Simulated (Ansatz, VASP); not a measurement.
CaO: VASP beside Ansatz

```
Ca O
1.0
     0.00000    2.44900    2.44900
     2.44900    0.00000    2.44900
     2.44900    2.44900    0.00000
Ca O
1 1
Direct
  0.96172 0.03828 0.03828
  0.50000 0.50000 0.50000
```

Change from the starting cell: all Ca atoms moved +0.188 Å, as atom 1 along Cartesian [1 0 0].

Alike in both runs: task single point; functional LDA; k mesh 8 × 8 × 8; occupations gaussian, width 0.05 eV; no spin polarisation.

```csv
,VASP,Ansatz
version,VASP 6.6.1,Ansatz 0.2.0
potentials or method,"VASP PAW LDA potentials, release 64 (Ca_sv, O)","scalar-relativistic, plane waves, PAW"
plane-wave cutoff (eV),520,420
valence electrons in the cell,16,16
```

Ansatz gave:

```
gap on the k mesh at the Fermi level (eV)       : 3.61
least direct gap on the mesh (eV)               : 3.92
pressure (GPa)                                  : -10.5
largest component of the traceless stress (GPa) : 2.59
rms of the force components (eV/Å)              : 0.248
```

Task: What did VASP give for the same quantities?

Result: gap on the k mesh at the Fermi level (eV): 3.59; least direct gap on the mesh (eV): 3.89; pressure (GPa): -9.9; largest component of the traceless stress (GPa): 2.72; rms of the force components (eV/Å): 0.265.

Atom by atom the forces differ by 0.017 eV/Å (rms over components).

A k mesh can miss the band edges.
